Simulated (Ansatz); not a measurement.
## Ni: a fit and a missing row

Ni, Im-3m, a = 2.800 Å. This isn't the element's structure at ambient conditions. Ansatz: PBE, PAW, 420 eV, Γ-centred 22×22×22 mesh on 1 atom, Gaussian smearing 0.10 eV; collinear spin, largest moment 0.6 μB. Symmetry fixes shape and atoms, so the cell is only scaled; pressure is positive in compression.

| V (Å³/atom) | P (GPa) |
| --- | --- |
| 9.664 | 33.13 |
| 9.993 | 22.63 |
| 10.323 | 13.75 |
| 10.652 | 6.27 |
| 10.982 | -0.01 |
| 11.311 | -5.28 |
| 11.641 | ? |
| 12.080 | -14.46 |

Problem. Take V0 = 10.982 Å³/atom, count pressures from its P0 = -0.01 GPa, fit the third-order Birch–Murnaghan form to the other rows, and predict the missing pressure.

Solution. With the Eulerian strain f = ½[(V0/V)^(2/3) − 1] and y = (P − P0)/[3f(1 + 2f)^(5/2)], the form is the line y = B0 + 1.5 B0 (B0′ − 4) f. Rows (f, y): 0.04449, 200.6; 0.03247, 198.6; 0.02106, 196.4; 0.01027, 193.7; -0.00974, 189.4; -0.03078, 183.4. Means f = 0.01129, y = 193.68; Σ(Δf)² = 0.003859, ΣΔfΔy = 0.8830; the slope is their ratio. y = 191.1 + 228.8 f GPa, so B0 = 191.1 GPa and B0′ = 4 + 2 × (228.8)/(3 × 191.1) = 4.80. At V = 11.641, f = -0.01905, y = 186.74 and P = -9.69 GPa. The run gave -9.69 GPa, the same to the digits shown. Note that the largest moment runs from 0.46 to 0.64 μB along the series.

The largest moment runs from 0.46 to 0.64 μB along the series, so B0 and B0′ hold the change of the moment too.